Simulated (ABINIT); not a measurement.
Crystal: TiC.

```xyz
2
Lattice="0.0000 2.1657 2.1657 2.1657 0.0000 2.1657 2.1657 2.1657 0.0000" Properties=species:S:1:pos:R:3 pbc="T T T"
Ti    0.0000    0.0000    0.0000
C     2.1657    2.1657    2.1657
```

The cell is a database's computed one.

Base run:

| Quantity | Value |
| --- | --- |
| Program | ABINIT 10.8.3 (patched build) |
| Functional | PBE |
| Potentials or basis | JTH PAW PBE v2.0 |
| Cutoff | 517 eV |
| k mesh | 11 × 11 × 11 |
| Occupations | fermi-dirac, width 0.05 eV |
| Spin | no spin polarisation |

Its results: band gap on the k mesh none (metal or under the smearing width); pressure 0.7 GPa.

Problem. After a change of settings the same cell gave: band gap on the k mesh none (metal or under the smearing width); pressure 7.8 GPa. Which change was it?
A. functional from PBE to PBEsol; k mesh from 11 × 11 × 11 to 7 × 7 × 7
B. functional from PBE to LDA; potentials or basis from JTH PAW PBE v2.0 to PseudoDojo NC SR LDA v0.4 stringent; cutoff from 517 eV to 1143 eV
C. functional from PBE to PBEsol; k mesh from 11 × 11 × 11 to 14 × 14 × 14
D. functional from PBE to rPW86PBE

Solution. D.

Caveats: the PAW data sets were made with another functional, which shifts forces and pressure a little (some runs).

Not every run made on this cell is shown here.
